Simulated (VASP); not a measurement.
# InP (hse) (F-43m) in VASP: single point with HSE06

Aim: the single point of InP (hse) with HSE06.

All numbers are computed with VASP 6.6.1; they aren't measurements. Logs are shortened: lines on timing, memory, paths and dates and some standing lists are left out, and cuts for length are marked.

**The experiment to reproduce.**

From a printed reference work, data compilation, for a bulk crystal of InP at 1.6 K: band gap 1.4236 eV (direct).

How close the calculation comes is told below.

## 1. Starting point

The structure is cubic, space group F-43m (No. 216). The conventional cell has a = 5.959 Å, b = 5.959 Å, c = 5.959 Å, α = 90.00°, β = 90.00°, γ = 90.00°. In (site symmetry -43m) is surrounded by 4 P at 2.58 Å. Around P (site symmetry -43m) lie 4 In at 2.58 Å.

## 2. Single point, HSE06

Input file POSCAR:

```
InP
1.0
    0.0000000000      2.9795369318      2.9795369318
    2.9795369318      0.0000000000      2.9795369318
    2.9795369318      2.9795369318      0.0000000000
In P
1 1
Direct
    0.0000000000      0.0000000000      0.0000000000
    0.2500000000      0.2500000000      0.2500000000
```

Input file INCAR.step1:

```
ALGO = Normal
EDIFF = 1E-5
ENCUT = 520
GGA = PE
ISIF = 2
ISMEAR = 0
LASPH = T
LCHARG = F
LREAL = F
LWAVE = T
NBANDS = 16
NELM = 100
PREC = Accurate
SIGMA = 0.01
```

Input file INCAR.step2:

```
ALGO = Normal
EDIFF = 1E-7
ENCUT = 520
GGA = PE
HFSCREEN = 0.2079
ISIF = 2
ISMEAR = 0
ISTART = 1
LASPH = T
LCHARG = F
LHFCALC = T
LREAL = F
LWAVE = F
NBANDS = 16
NELM = 100
PREC = Accurate
PRECFOCK = Normal
SIGMA = 0.01
```

Input file KPOINTS:

```
k-points
0
Gamma
  6 6 6
```

Potentials or basis: VASP PAW PBE potentials, release 64 (In_d, P).

Command:

```
$ cat potpaw_PBE.64/In_d/POTCAR potpaw_PBE.64/P/POTCAR > POTCAR
$ cp INCAR.step1 INCAR
$ mpirun -np 1 vasp_std > vasp.out
$ cp INCAR.step2 INCAR
$ mpirun -np 1 vasp_std > vasp.out
```

OUTCAR:

```text
EDIFF = 1E-7
   ENCUT = 520
   GGA = PE
   HFSCREEN = 0.2079
   ISIF = 2
   ISMEAR = 0
   ISTART = 1
   LASPH = T
   LHFCALC = T
   LREAL = F
   NELM = 100
   PREC = Accurate
   PRECFOCK = Normal

 ion  position               nearest neighbor table
   1  0.000  0.000  0.000-   2 2.58   2 2.58   2 2.58   2 2.58
   2  0.250  0.250  0.250-   1 2.58   1 2.58   1 2.58   1 2.58

  LATTYP: Found a face centered cubic cell.
 ALAT       =     5.9590738636

  Lattice vectors:

 A1 = (   0.0000000000,   2.9795369318,   2.9795369318)
 A2 = (   2.9795369318,   0.0000000000,   2.9795369318)
 A3 = (   2.9795369318,   2.9795369318,   0.0000000000)

Analysis of symmetry for initial positions (statically):
=====================================================================
 Subroutine PRICEL returns:
 Original cell was already a primitive cell.

 Routine SETGRP: Setting up the symmetry group for a
 face centered cubic supercell.

 Subroutine GETGRP returns: Found 24 space group operations
 (whereof 24 operations were pure point group operations)
 out of a pool of 48 trial point group operations.

The static configuration has the point symmetry T_d .

Analysis of symmetry for dynamics (positions and initial velocities):
=====================================================================
 Subroutine PRICEL returns:
 Original cell was already a primitive cell.

 Routine SETGRP: Setting up the symmetry group for a
 face centered cubic supercell.

 Subroutine GETGRP returns: Found 24 space group operations
 (whereof 24 operations were pure point group operations)
 out of a pool of 48 trial point group operations.

The dynamic configuration has the point symmetry T_d .

 Subroutine INISYM returns: Found 24 space group operations
 (whereof 24 operations are pure point group operations),
 and found     1 'primitive' translations

----------------------------------------------------------------------------------------

                                     Primitive cell

  volume of cell :      52.9025

  direct lattice vectors                    reciprocal lattice vectors
     0.000000000  2.979536932  2.979536932    -0.167811311  0.167811311  0.167811311
     2.979536932  0.000000000  2.979536932     0.167811311 -0.167811311  0.167811311
     2.979536932  2.979536932  0.000000000     0.167811311  0.167811311 -0.167811311

  length of vectors
     4.213701539  4.213701539  4.213701539     0.290657717  0.290657717  0.290657717

  position of ions in fractional coordinates (direct lattice)
     0.000000000  0.000000000  0.000000000
     0.250000000  0.250000000  0.250000000

  ion indices of the primitive-cell ions
   primitive index   ion index
                 1           1
                 2           2

----------------------------------------------------------------------------------------

 KPOINTS: k-points

Automatic generation of k-mesh.
 Grid dimensions read from file:
 generate k-points for:    6    6    6

 Generating k-lattice:

  Cartesian coordinates                     Fractional coordinates (reciprocal lattice)
    -0.027968552  0.027968552  0.027968552     0.166666667  0.000000000  0.000000000
     0.027968552 -0.027968552  0.027968552     0.000000000  0.166666667  0.000000000
     0.027968552  0.027968552 -0.027968552     0.000000000  0.000000000  0.166666667

  Length of vectors
     0.048442953  0.048442953  0.048442953

  Shift w.r.t. Gamma in fractional coordinates (k-lattice)
     0.000000000  0.000000000  0.000000000

 Subroutine IBZKPT returns following result:
 ===========================================

 Found     16 irreducible k-points:

 Following reciprocal coordinates:
            Coordinates               Weight
  0.000000  0.000000  0.000000      1.000000
  0.166667  0.000000  0.000000      8.000000
  0.333333  0.000000  0.000000      8.000000
  0.500000  0.000000  0.000000      4.000000
  0.166667  0.166667  0.000000      6.000000
  0.333333  0.166667  0.000000     24.000000
[... 8 lines left out ...]
 -0.333333  0.333333  0.166667     24.000000
 -0.333333  0.500000  0.166667     12.000000
   k-points           NKPTS =     16   k-points in BZ     NKDIM =    216   number of bands    NBANDS=     16
   number of dos      NEDOS =    301   number of ions     NIONS =      2
   total plane-waves  NPLWV =  32768
   dimension x,y,z NGX =    32 NGY =   32 NGZ =   32
   dimension x,y,z NGXF=    64 NGYF=   64 NGZF=   64
   ions per type =               1   1
   NGX,Y,Z   is equivalent  to a cutoff of  12.63, 12.63, 12.63 a.u.
   NGXF,Y,Z  is equivalent  to a cutoff of  25.25, 25.25, 25.25 a.u.
 SYSTEM =  unknown system
   PREC   = accura    normal or accurate (medium, high low for compatibility)
   ISTART =      1    job   : 0-new  1-cont  2-samecut
   ICHARG =      0    charge: 1-file 2-atom 10-const
   ISPIN  =      1    spin polarized calculation?
   LNONCOLLINEAR =      F non collinear calculations
   LSORBIT =      F    spin-orbit coupling
   LASPH  =      T    aspherical Exc in radial PAW
   ENCUT  =  520.0 eV  38.22 Ry    6.18 a.u.   7.83  7.83  7.83*2*pi/ulx,y,z
   NELM   =    100;   NELMIN=  2; NELMDL=  0     # of ELM steps
   EDIFF  = 0.1E-06   stopping-criterion for ELM
   LREAL  =      F    real-space projection
   EDIFFG = 0.1E-05   stopping-criterion for IOM
   NSW    =      0    number of steps for IOM
   IBRION =     -1    ionic relax: 0-MD 1-quasi-New 2-CG
   NFREE  =      0    steps in history (QN), initial steepest desc. (CG)
   ISIF   =      2    stress and relaxation
   ISYM   =      3    0-nonsym 1-usesym 2-fastsym
   POTIM  = 0.5000    time-step for ionic-motion
   TEBEG  =    0.0;   TEEND  =   0.0 temperature during run
   PSTRESS=    0.0 pullay stress
   NELECT =      18.0000    total number of electrons
   NUPDOWN=      -1.0000    fix difference up-down
   EMIN   =  10.00;   EMAX   =-10.00  energy-range for DOS
   EFERMI =   0.00;   METHOD = LEGACY
   ISMEAR =     0;   SIGMA  =   0.01  broadening in eV -4-tet -1-fermi 0-gaus
   EFERMI_NEDOS =   21; number of points for ismear=-14 and -15
   IALGO  =     38    algorithm
   IMIX   =      1    mixing-type and parameters
     AMIX     =   0.40;   BMIX     =  1.00
     AMIX_MAG =   1.60;   BMIX_MAG =  1.00
  volume/ion in A,a.u.               =      26.45       178.50
  Fermi-wavevector in a.u.,A,eV,Ry     =   1.142896  2.159761 17.772098  1.306212
  Thomas-Fermi vector in A             =   2.279593
   LORBIT       =      0    0 simple, 1 ext, 2 COOP (PROOUT), +10 PAW based schemes
   GGA     = PE    functional components
   LHFCALC =     T    Hartree Fock is set to
   PRECFOCK=normal    Normal, Fast or Accurate (Low or Medium for compatibility)
   ENCUT4O =  -1.0   cutoff for four orbital integrals eV
   NKREDX  =     1    reduce k-point grid by
   NKREDY  =     1    reduce k-point grid by
   NKREDZ  =     1    reduce k-point grid by
   AEXX    =    0.2500 exact exchange contribution
   HFSCREEN=    0.2079 screening length (either q_TF or 0.3 A-1)
   HFSCREENC=   0.2079 screening length for correlation (either q_TF or 0.3 A-1)
   ENCUTFOCK=  -1.0 apply spherical cutoff to Coloumb kernel
   IVDW    =     0    specifies the selected vdW correction
   LEPSILON=     F    determine dielectric tensor
   LRPA    =     F    only Hartree local field effects (RPA)
 non-spin polarized calculation
 Gauss-broadening in eV      SIGMA  =   0.01
  energy-cutoff  :      520.00
  volume of cell :       52.90
 maximum number of plane-waves:      1458
  NGX = 24; NGY = 24; NGZ = 24

 number of electron      18.0000005 magnetization

 Free energy of the ion-electron system (eV)
  ---------------------------------------------------
  ext. energy  EPLUGINS =         0.00000000
  ---------------------------------------------------
  free energy    TOTEN  =        -9.97619910 eV

  energy without entropy =       -9.97619910  energy(sigma->0) =       -9.97619910

 E-fermi :   4.3551     XC(G=0):  -7.5584

 val. band max:        4.2454817471   @ k =   0.0000   0.0000   0.0000
 cond. band min:       5.4381798993   @ k =   0.0000   0.0000   0.0000
 fundamental gap:      1.1926981521
 Fermi energy:         4.3550991876

 k-point     1 :       0.0000    0.0000    0.0000
  band No.  band energies     occupation
      1     -11.5653      2.00000
      2     -11.5653      2.00000
      3     -11.5653      2.00000
      4     -11.4275      2.00000
      5     -11.4275      2.00000
      6      -8.1475      2.00000
[... 8 lines left out ...]
     15      14.6450      0.00000
     16      14.6450      0.00000

 k-point     2 :       0.1667    0.0000    0.0000
  band No.  band energies     occupation
      1     -11.5896      2.00000
      2     -11.5546      2.00000
      3     -11.5546      2.00000
      4     -11.4271      2.00000
      5     -11.4271      2.00000
      6      -7.8330      2.00000
[... 8 lines left out ...]
     15      13.7670      0.00000
     16      14.5214      0.00000

 k-point     3 :       0.3333    0.0000    0.0000
  band No.  band energies     occupation
      1     -11.6361      2.00000
      2     -11.5373      2.00000
      3     -11.5373      2.00000
      4     -11.4222      2.00000
      5     -11.4222      2.00000
      6      -7.0265      2.00000
[... 8 lines left out ...]
     15      14.2768      0.00000
     16      14.2768      0.00000

 k-point     4 :       0.5000    0.0000    0.0000
  band No.  band energies     occupation
      1     -11.6585      2.00000
      2     -11.5311      2.00000
      3     -11.5311      2.00000
      4     -11.4172      2.00000
      5     -11.4172      2.00000
      6      -6.4426      2.00000
[... 8 lines left out ...]
     15      15.9333      0.00000
     16      15.9333      0.00000
[... 172 lines left out ...]
 k-point    14 :       0.5000    0.3333    0.1667
  band No.  band energies     occupation
      1     -11.6724      2.00000
      2     -11.5177      2.00000
      3     -11.5029      2.00000
      4     -11.4432      2.00000
      5     -11.4129      2.00000
      6      -6.3991      2.00000
[... 8 lines left out ...]
     15      16.2647      0.00000
     16      17.0387      0.00000

 k-point    15 :      -0.3333    0.3333    0.1667
  band No.  band energies     occupation
      1     -11.6805      2.00000
      2     -11.5178      2.00000
      3     -11.4936      2.00000
      4     -11.4389      2.00000
      5     -11.4168      2.00000
      6      -5.9394      2.00000
[... 8 lines left out ...]
     15      16.2544      0.00000
     16      16.8498      0.00000

 k-point    16 :      -0.3333    0.5000    0.1667
  band No.  band energies     occupation
      1     -11.6977      2.00000
      2     -11.5028      2.00000
      3     -11.4815      2.00000
      4     -11.4514      2.00000
      5     -11.4099      2.00000
      6      -5.7408      2.00000
[... 8 lines left out ...]
     15      16.5643      0.00000
     16      17.2294      0.00000

------------------------ aborting loop because EDIFF is reached ----------------------------------------

  FORCE on cell =-STRESS in cart. coord.  units (eV):
  Direction    XX          YY          ZZ          XY          YZ          ZX
  --------------------------------------------------------------------------------------
  -------------------------------------------------------------------------------------
  Total       -0.6649760     -0.6649760     -0.6649760      0.0000000      0.0000000     -0.0000000
  in kB      -20.1391094    -20.1391094    -20.1391094      0.0000000      0.0000000     -0.0000000
  external PRESSURE =     -20.1391094 kB  Pullay stress =       0.0000000 kB

 VOLUME and BASIS-vectors are now :
 -----------------------------------------------------------------------------
  energy-cutoff  :      520.00
  volume of cell :       52.90
      direct lattice vectors                 reciprocal lattice vectors
     0.000000000  2.979536932  2.979536932    -0.167811311  0.167811311  0.167811311
     2.979536932  0.000000000  2.979536932     0.167811311 -0.167811311  0.167811311
     2.979536932  2.979536932  0.000000000     0.167811311  0.167811311 -0.167811311

 POSITION                                       TOTAL-FORCE (eV/Angst)
 -----------------------------------------------------------------------------------
      0.00000      0.00000      0.00000         0.000000      0.000000      0.000000
      1.48977      1.48977      1.48977        -0.000000     -0.000000     -0.000000
 -----------------------------------------------------------------------------------
    total drift:                                0.000035      0.000031      0.000020

  FREE ENERGIE OF THE ION-ELECTRON SYSTEM (eV)
  ---------------------------------------------------
  free  energy   TOTEN  =        -9.9761991026 eV

  energy  without entropy=       -9.9761991026  energy(sigma->0) =       -9.97619910
```

Wall time 15 min (1 thread of Intel Xeon 6975P-C (Granite Rapids), shared host); peak memory 0.3 GiB.

Results:

- Free energy: -9.9762 eV
- Pressure: -2.0 GPa
- Band gap on the k mesh: 1.19 eV, direct

Caveat: the PAW data sets were made with another functional, which shifts forces and pressure a little; spin-orbit coupling is left out, which moves the levels of the heavy elements.

## 3. Against experiment

Step 2. Measured gap of InP: 1.4236 eV (direct; 1.6 K; a printed reference work, data compilation). This calculation gives 1.19 eV (-0.23 eV). Spin-orbit coupling on In is left out. The value is that of HSE06, without temperature or zero-point motion.
